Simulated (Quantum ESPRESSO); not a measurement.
Crystal: SnO.

```
Sn O
1.0
     3.81370    0.00000    0.00000
     0.00000    3.81370    0.00000
     0.00000    0.00000    4.88691
Sn O
2 2
Direct
  0.50000 0.00000 0.76463
  0.00000 0.50000 0.23537
  0.00000 0.00000 0.00000
  0.50000 0.50000 0.00000
```

The cell is a database's computed one.

```yaml
Program: Quantum ESPRESSO 7.5
Task: relaxation of cell and atoms
Functional: PBE
Potentials_or_basis: SPMS 1.0 PBE
Cutoff: 1197 eV
Density_cutoff: 4789 eV
k_mesh: 5 × 5 × 4
Occupations: gaussian, width 0.136 eV
Spin: no spin polarisation
```

At the start: pressure 3.7 GPa; volume 17.77 Å³/atom.

How do energy, volume and symmetry change on relaxing?

Over 14 steps the energy falls by 9.6 meV/atom and the volume is 19.02 Å³/atom (+7.0 %); space group P4/nmm (No. 129, to 0.05 Å).

Step by step:
| step | energy change (eV) | largest force (eV/Å) | pressure (GPa) | volume (Å³) |
| --- | --- | --- | --- | --- |
| 1 | 0.0000 | 0.3454 | 3.72 | 71.08 |
| 2 | -0.0094 | 0.1947 | 2.97 | 71.39 |
| 3 | -0.0226 | 0.1862 | 0.98 | 72.40 |
| 4 | -0.0246 | 0.2136 | 0.69 | 72.67 |
| 5 | -0.0318 | 0.2005 | -0.17 | 73.89 |
| 6 | -0.0340 | 0.1047 | -0.20 | 74.35 |
| 7 | -0.0347 | 0.0206 | 0.01 | 74.44 |
| 8 | -0.0348 | 0.0011 | 0.11 | 74.41 |
| 9 | -0.0350 | 0.0275 | 0.24 | 74.40 |
| 10 | -0.0355 | 0.0593 | 0.39 | 74.45 |
| 11 | -0.0364 | 0.0887 | 0.53 | 74.70 |
| 12 | -0.0376 | 0.0851 | 0.49 | 75.24 |
| 13 | -0.0384 | 0.0408 | 0.24 | 75.84 |
| 14 | -0.0386 | 0.0083 | 0.05 | 76.06 |

Final structure:
```
Sn O
1.0
     3.87322    0.00000    0.00000
     0.00000    3.87322    0.00000
     0.00000    0.00000    5.07018
Sn O
2 2
Direct
  0.50000 0.00000 0.77201
  0.00000 0.50000 0.22799
  0.00000 0.00000 0.00000
  0.50000 0.50000 0.00000
```
